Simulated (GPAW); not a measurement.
The system is Sb.

```
Sb
1.0
     2.15420    1.24373    3.75800
    -2.15420    1.24373    3.75800
     0.00000   -2.48746    3.75800
Sb
2
Direct
  0.76651 0.76651 0.76651
  0.23349 0.23349 0.23349
```

Base run:

```yaml
Program: GPAW 26.7.0
Functional: BLYP
Potentials_or_basis: PAW data sets generated in the run's folder for this functional
Cutoff: 600 eV
Basis: pw
k_mesh: 8 × 8 × 8
Occupations: fermi-dirac, width 0.05 eV
Spin: no spin polarisation
```

Its results: pressure 6.5 GPa; largest force 0.110 eV/Å.

Question: The run is repeated on the same cell with these changes: functional from BLYP to PBEsol; band points from 80 to 60. What comes out?

Answer: Pressure -0.3 GPa; largest force 0.086 eV/Å.

Not every run made on this cell is shown here.
